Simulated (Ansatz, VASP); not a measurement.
## Two plane-wave programs on BN (Qingsongite)

```xyz
2
Lattice="0.0000 1.7680 1.7680 1.7680 0.0000 1.7680 1.7680 1.7680 0.0000" Properties=species:S:1:pos:R:3 pbc="T T T"
B     0.0000    0.0000    0.0000
N     0.8840    0.8840    0.8840
```

Alike in both runs: task single point; functional r2SCAN; k mesh 10 × 10 × 10; no spin polarisation.

```csv
,VASP,Ansatz
version,VASP 6.6.1,Ansatz 0.2.0
potentials or method,"VASP PAW PBE potentials, release 64 (B, N)","plane waves, PAW"
plane-wave cutoff (eV),520,500
occupations,"gaussian, width 0.01 eV",fixed
valence electrons in the cell,8,8
```

VASP gave:

| Quantity | Value |
| --- | --- |
| gap on the k mesh at the Fermi level (eV) | 5.05 |

Q: Which values does Ansatz return?

A: gap on the k mesh at the Fermi level (eV): 5.08.

Caveats: the PAW data sets were made with another functional, which shifts forces and pressure a little (VASP). r2SCAN opens gaps a little over a GGA but as a rule still falls short of measured ones. A k mesh can miss the band edges.
